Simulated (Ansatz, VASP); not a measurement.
## One calculation of NaCl, two programs

Contents of INCAR:

```
SYSTEM = NaCl
ALGO = Normal
EDIFF = 1E-7
ENCUT = 520
GGA = PE
ISIF = 2
ISMEAR = -1
LASPH = .True.
LCHARG = .False.
LREAL = .False.
LWAVE = .False.
NBANDS = 14
NELM = 100
PREC = Accurate
SIGMA = 0.05
```

Contents of KPOINTS:

```
k-points
0
Gamma
  8 8 8
  0 0 0
```

File POSCAR:

```
NaCl
1.0
    0.0000000000      2.7753105505      2.7753105505
    2.7753105505      0.0000000000      2.7753105505
    2.7753105505      2.7753105505      0.0000000000
Cl Na
1 1
Direct
    0.5000000000      0.5000000000      0.5000000000
    0.0000000000      0.0000000000      0.0000000000
```

Contents of input.yaml:

```yaml
crystal:
  lattice:
    - [0.0, 2.7753105505, 2.7753105505]
    - [2.7753105505, 0.0, 2.7753105505]
    - [2.7753105505, 2.7753105505, 0.0]
  atoms:
    - { symbol: Cl, position: [0.5, 0.5, 0.5] }
    - { symbol: Na, position: [0.0, 0.0, 0.0] }
hamiltonian:
  xc: pbe
  pseudopotentials: { kind: paw }
kpoints:
  mp_grid: { grid: [8, 8, 8] }
scf:
  occupations: { method: fermi_dirac, width: 0.05 }
output:
  forces: true
  stress: true
  eigenvalues: true
```

Change from the starting cell: volume scaled by 0.98.

Alike in both runs: task single point; functional PBE; k mesh 8 × 8 × 8; occupations fermi-dirac, width 0.05 eV; no spin polarisation.

|  | VASP | Ansatz |
| --- | --- | --- |
| version | VASP 6.6.1 | Ansatz 0.2.0 |
| potentials or method | VASP PAW PBE potentials, release 64 (Cl, Na_pv) | Ansatz PAW |
| plane-wave cutoff (eV) | 520 | 420 |
| valence electrons in the cell | 14 | 16 |

|  | VASP | Ansatz | Ansatz less VASP |
| --- | --- | --- | --- |
| gap on the k mesh at the Fermi level (eV) | 5.30 | 5.30 | 0.000 |
| least direct gap on the mesh (eV) | 5.30 | 5.30 | 0.000 |
| pressure (GPa) | 2.2 | 2.2 | +0.03 |

The two sets of potentials don't hold the same shells in valence.
